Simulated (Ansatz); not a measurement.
# Sb: the cost of one run

Computed with Ansatz 0.2.0 (DFT PBE, scalar-relativistic, unless a step's input says otherwise).

### 1 The starting structure

Symmetry: I4/mmm, No. 139, tetragonal system. The conventional cell has a = 3.010 Å, b = 3.010 Å, c = 4.960 Å, α = 90.00°, β = 90.00°, γ = 90.00°. Sb (site symmetry 4/mmm) has 12 Sb at 3.01 to 3.27 Å as nearest neighbours.

Structure file:

```
CELL_PARAMETERS angstrom
-1.50500 1.50500 2.48000
1.50500 -1.50500 2.48000
1.50500 1.50500 -2.48000
ATOMIC_POSITIONS crystal
Sb 0.00000 0.00000 0.00000
```

### 2 Volume × 0.94, LAPW

File input.yaml:

```yaml
crystal:
  lattice:
    - [-1.4742770936, 1.4742770936, 2.4293735496]
    - [1.4742770936, -1.4742770936, 2.4293735496]
    - [1.4742770936, 1.4742770936, -2.4293735496]
  atoms:
    - { symbol: Sb, position: [0.0, 0.0, 0.0] }
kpoints:
  mp_grid: { grid: [19, 19, 19] }
  band_path:
    path:
      - [0.0, 0.0, 0.0]
      - [0.0, 0.0, 0.5]
      - [0.25, 0.25, 0.25]
      - [0.0, 0.5, 0.0]
      - [0.0, 0.0, 0.0]
      - [0.5, 0.5, -0.5]
      - [0.3420681988, 0.6579318012, -0.3420681988]
      - [-0.3420681988, 0.3420681988, 0.3420681988]
      - [0.0, 0.0, 0.0]
    npoints: 5
scf:
  occupations: { method: fermi_dirac, width: 0.05 }
hamiltonian:
  xc: pbe
  pseudopotentials: { kind: all_electron, lapw: { basis_error: 0.00025 } }
output:
  forces: true
  stress: true
  eigenvalues: true
```

Run with:

```console
$ ansatz run input.yaml --threads 1 --pin off --max-ram 3072MiB --backend cpu --events-out ev --progress --plain --runs-dir out
```

Q: Estimate wall time and peak memory on 1 thread of Intel Xeon Platinum 8488C (Sapphire Rapids), shared host.

About 38 s, with a peak of 0.74 GiB.
